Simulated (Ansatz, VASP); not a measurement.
## Ru in VASP and in Ansatz

```
CELL_PARAMETERS angstrom
4.26565 0.00000 0.00000
-2.13282 3.69416 0.00000
0.00000 0.00000 2.68933
ATOMIC_POSITIONS crystal
Ru 0.33333 0.66667 0.50000
Ru 0.00000 0.00000 0.00000
Ru 0.66667 0.33333 0.50000
```

Alike in both runs: task relaxation of cell and atoms; functional PBE; k mesh 12 × 12 × 18; occupations gaussian, width 0.1 eV; no spin polarisation.

```csv
,VASP,Ansatz
version,VASP 6.6.1,Ansatz 0.2.0
potentials or method,"VASP PAW PBE potentials, release 64 (Ru_pv)","scalar-relativistic, plane waves, PAW"
plane-wave cutoff (eV),600,420
valence electrons in the cell,42,48
```

```csv
,VASP,Ansatz,Ansatz less VASP
"gap on the k mesh at the Fermi level, each at its own relaxed structure (eV)",none,none,-
relaxed volume (Å³/atom),14.11,14.11,+0.002
relaxed cell length with the largest relative difference (Å),2.683,2.683,+0.0008
```

A gap of «none» marks a metal or a gap that the smearing closes. The two sets of potentials don't hold the same shells in valence.
